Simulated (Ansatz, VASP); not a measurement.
## Two plane-wave programs on AlN

```
CELL_PARAMETERS angstrom
0.00000 3.83834 2.41002
1.36778 0.00000 2.41002
1.36778 3.83834 0.00000
ATOMIC_POSITIONS crystal
Al 0.97697 0.97697 0.02303
N 0.68973 0.68973 0.31027
```

Alike in both runs: task single point; functional PBE; k mesh 10 × 10 × 10; occupations gaussian, width 0.02 eV; no spin polarisation.

|  | VASP | Ansatz |
| --- | --- | --- |
| version | VASP 6.6.1 | Ansatz 0.2.0 |
| potentials or method | VASP PAW PBE potentials, release 64 (Al, N) | scalar-relativistic, plane waves, PAW |
| plane-wave cutoff (eV) | 520 | 420 |
| valence electrons in the cell | 8 | 8 |

|  | VASP | Ansatz | Ansatz less VASP |
| --- | --- | --- | --- |
| gap on the k mesh at the Fermi level (eV) | 2.53 | 2.55 | +0.017 |
| least direct gap on the mesh (eV) | 2.53 | 2.55 | +0.017 |
| pressure (GPa) | 101.3 | 101.3 | -0.03 |
| largest component of the traceless stress (GPa) | 140.89 | 141.77 | +0.878 |
| rms of the force components (eV/Å) | 12.385 | 12.529 | +0.1440 |

Atom by atom the forces differ by 0.144 eV/Å (rms over components).

Caveats: the cell as given lies far from equilibrium; so large a pressure means that the cell lies far from this level's equilibrium, or that cutoff or potentials fall short (VASP); forces of over 1 eV/Å show positions far from the minimum, so gaps and moduli don't describe the material at rest. A k mesh can miss the band edges.
